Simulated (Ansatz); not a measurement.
**Be6S: balancing the decomposition**

Level of theory: Ansatz 0.2.0, DFT PBE, scalar-relativistic, plane waves, PAW. All cells share a 420 eV cutoff and Γ-centred k meshes spaced about 0.3 Å⁻¹ or finer (0.25 for metals, 2π included). No spin polarisation.

The zero of energy is the elements' standard structures at the same level; no fitted shifts are applied.

All energies are static (0 K, no zero-point motion). The reference form of S is held partly by dispersion forces, which this level lacks.

A trial structure of Be6S (reached from: a relaxed cell, shaken at random and relaxed again; relaxed: space group C222 (No. 21), a = 3.346 Å, b = 12.713 Å, c = 3.347 Å) has a formation energy of 0.023 eV/atom. At its composition the lowest mixture among the elements and 1 reference phase computed alike (others may be missing) consists of these:

| phase | source | ΔE_f (eV/atom) |
| --- | --- | --- |
| Be (solid) | element | 0.000 |
| BeS (F-43m) | COD | -1.070 |

Question: Write the balanced decomposition and find its energy per atom, per formula unit and per mole of formula units.

Answer: Balancing Be and S gives Be6S → 5 Be + BeS. The left side holds 7 atoms, and the products take 5/7 (Be) and 2/7 (BeS) of them. The mixture therefore lies at 5/7 × (0.000) + 2/7 × (-1.070) = -0.306 eV/atom. The reaction energy is -0.306 − (0.023) = -0.329 eV/atom. Times 7 atoms that is -2.303 eV per Be6S, and times 96.485 it is -222 kJ per mole of Be6S. Decomposition is downhill, so the trial structure is unstable against this mixture.
